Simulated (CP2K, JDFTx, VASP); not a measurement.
WS2: 3 runs at one level of theory

```
W S
1.0
     3.18000    0.00000    0.00000
    -1.59000    2.75396    0.00000
     0.00000    0.00000   12.50000
W S
2 4
Cartesian
  1.5900 0.9180 9.3750
  0.0000 1.8360 3.1250
  1.5900 0.9180 4.6875
  0.0000 1.8360 10.9375
  1.5900 0.9180 1.5625
  0.0000 1.8360 7.8125
```

Alike in all runs: task single point; functional LDA; k mesh 10 × 10 × 3; occupations gaussian, width 0.02 eV; no spin polarisation; no spin-orbit coupling. LDA stands for any of its common fits. Pressure is positive in compression and, in plane waves, holds the error of the finite cutoff.

| program and potentials | plane-wave cutoff (eV) | notes | pressure (GPa) | largest force (eV/Å) |
| --- | --- | --- | --- | --- |
| VASP, LDA PAW files S, W_sv, release 54, 520 eV | 520 | - | ? | ? |
| CP2K, GTH_POTENTIALS W GTH-PADE-q14, S GTH-PADE-q6; TZVP-MOLOPT-PBE-GTH basis | - | atomic basis | -15.19 | 0.625 |
| JDFTx, PseudoDojo-SR-LDA-0.4.1-standard with smoothed tails | 952 | - | -5.94 | 0.388 |

Problem. Estimate from the other rows what the run with VASP, LDA PAW files S, W_sv, release 54, 520 eV gave.

Solution. Pressure -5.28 GPa; largest force 0.312 eV/Å. The other rows, which needn't bracket it: pressure -15.19 to -5.94; largest force 0.388 to 0.625.
